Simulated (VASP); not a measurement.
**Ti: relaxation of shape and atoms at fixed volume with LDA**

Crystal: Ti.

```
Ti
1.0
     2.90240    0.00000    0.00000
    -1.45120    2.51355    0.00000
     0.00000    0.00000    4.58205
Ti
2
Direct
  0.33333 0.66667 0.25000
  0.66667 0.33333 0.75000
```

The cell isn't the ideal one: a relaxed cell with its volume scaled by 1.04.

* Program: VASP 6.6.1
* Task: relaxation of shape and atoms at fixed volume
* Functional: LDA
* Potentials or basis: VASP PAW LDA potentials, release 64 (Ti_sv)
* Cutoff: 600 eV
* k mesh: 15 × 15 × 8
* Occupations: methfessel-paxton, width 0.1 eV
* Spin: no spin polarisation
* Further INCAR settings: ALGO = Normal; EDIFF = 1e-07; IBRION = 2; EDIFFG = -0.01; NSW = 40; ISIF = 4

- Energy gained by relaxing: 0.0 meV/atom
- Ionic steps: 2
- Pressure after relaxing: -4.6 GPa
- Band gap on the k mesh: none (metal or under the smearing width)

Stress tensor (GPa, compression positive):
```
-4.54  0.00  0.00
 0.00 -4.54  0.00
 0.00  0.00 -4.65
```

Final structure:
```cif
data_structure
_symmetry_space_group_name_H-M 'P 1'
_symmetry_Int_Tables_number 1
_cell_length_a 2.9035
_cell_length_b 2.9035
_cell_length_c 4.5784
_cell_angle_alpha 90.000
_cell_angle_beta 90.000
_cell_angle_gamma 120.000
_cell_volume 33.43
loop_
_atom_site_label
_atom_site_type_symbol
_atom_site_fract_x
_atom_site_fract_y
_atom_site_fract_z
_atom_site_occupancy
Ti1 Ti 0.33333 0.66667 0.25000 1
Ti2 Ti 0.66667 0.33333 0.75000 1
```

Levels at points of the mesh, in eV from the Fermi level:
```tsv
k point	band 10	band 11	band 12	band 13	band 14	band 15
(0.00, 0.00, 0.00)	-2.79	0.74	0.74	0.90	1.01	1.28
(0.00, 0.00, 0.50)	-4.31	0.08	0.08	0.63	0.63	0.63
```

Wall time 39 s on 1 thread of Intel(R) Xeon(R) 6975P-C (Granite Rapids), with other jobs on the host, peak memory 0.2 GiB.
